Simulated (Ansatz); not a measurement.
Structure: rocksalt AgCl, at its r2SCAN minimum. It is cubic, Fm-3m (No. 225); conventional cell a = 5.546 Å, 21.33 Å³ an atom. Ag has 6 Cl at 2.77 Å; Cl has 6 Ag at 2.77 Å.

```cif
data_structure
_symmetry_space_group_name_H-M 'P 1'
_symmetry_Int_Tables_number 1
_cell_length_a 3.9219
_cell_length_b 3.9219
_cell_length_c 3.9219
_cell_angle_alpha 60.000
_cell_angle_beta 60.000
_cell_angle_gamma 60.000
_cell_volume 42.65
loop_
_atom_site_label
_atom_site_type_symbol
_atom_site_fract_x
_atom_site_fract_y
_atom_site_fract_z
_atom_site_occupancy
Ag1 Ag 0.00000 0.00000 0.00000 1
Cl1 Cl 0.50000 0.50000 0.50000 1
```

4 runs of the PAW code Ansatz on this cell differ in the functional (and in the settings that go with it). Levels are in eV from each run's valence top; v1 is the last filled band, c1 the first empty one.

Run A, mean stress 0.0 GPa (compression positive):
```
point     v2     v1    c1     c2
    Γ  -2.40  -2.40  1.48  11.20
    X  -1.98  -1.86  2.97   8.30
    U  -1.64  -1.05  4.20   7.72
    L   0.00   0.00  4.74   7.22
    W  -1.95  -1.14  4.76   8.37
```

Run B, mean stress +1.4 GPa (compression positive):
```
point     v2     v1    c1     c2
    Γ  -2.23  -2.23  2.41  12.35
    X  -2.38  -2.31  4.02   9.37
    U  -1.93  -1.16  5.28   8.76
    L   0.00   0.00  5.64   8.48
    W  -2.30  -1.27  5.88   9.42
```

Run C, mean stress +1.6 GPa (compression positive):
```
point     v2     v1    c1     c2
    Γ  -2.32  -2.32  0.91  10.70
    X  -1.96  -1.87  2.38   7.97
    U  -1.65  -1.04  3.61   7.24
    L   0.00   0.00  4.24   6.54
    W  -1.96  -1.18  4.19   7.86
```

Run D, mean stress +1.3 GPa (compression positive):
```
point     v2     v1    c1     c2
    Γ  -2.23  -2.23  3.11  13.11
    X  -2.41  -2.34  4.76  10.11
    U  -1.96  -1.18  6.02   9.50
    L   0.00   0.00  6.35   9.25
    W  -2.33  -1.29  6.63  10.16
```

Q: Match the runs to PBE, r2SCAN, HSE06, PBE0.

A: A is r2SCAN, B is HSE06, C is PBE, D is PBE0. In order of the gap: PBE 0.91, r2SCAN 1.48, HSE06 2.41, PBE0 3.11 eV. The stress vanishes for r2SCAN, which relaxed the cell.

(Simulation; spin polarisation is off.)

The runs are scalar-relativistic, without spin-orbit coupling.

The program warns that its thresholds are loose for a hybrid's stress.

The meshes of the hybrids are coarse, so their gaps aren't converged to the digits shown.
